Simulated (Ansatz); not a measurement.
## Magnetic states of nickel, simple cubic

Theory: DFT, revPBE, plane waves (420 eV) with PAW, scalar-relativistic in Ansatz 0.2.0. (PAW data from PBE, frozen cores regenerated.)

Each start was relaxed and then solved on a dense mesh, with Fermi-Dirac smearing of 0.05 eV (0.1 eV in a metal without spin) extrapolated to zero. Rows within 2 meV/atom of each other tie.

Task: Where does each start end, and how do the energies compare? Starts: ferromagnetic; non-magnetic.

Result: 
| start | ends | ΔE (meV/atom) | V (Å³/atom) |
| --- | --- | --- | --- |
| ferromagnetic | ferromagnetic, net 0.62 μB per atom | 0.0 | 12.93 |
| non-magnetic | spin not included | 20.2 | 12.89 |
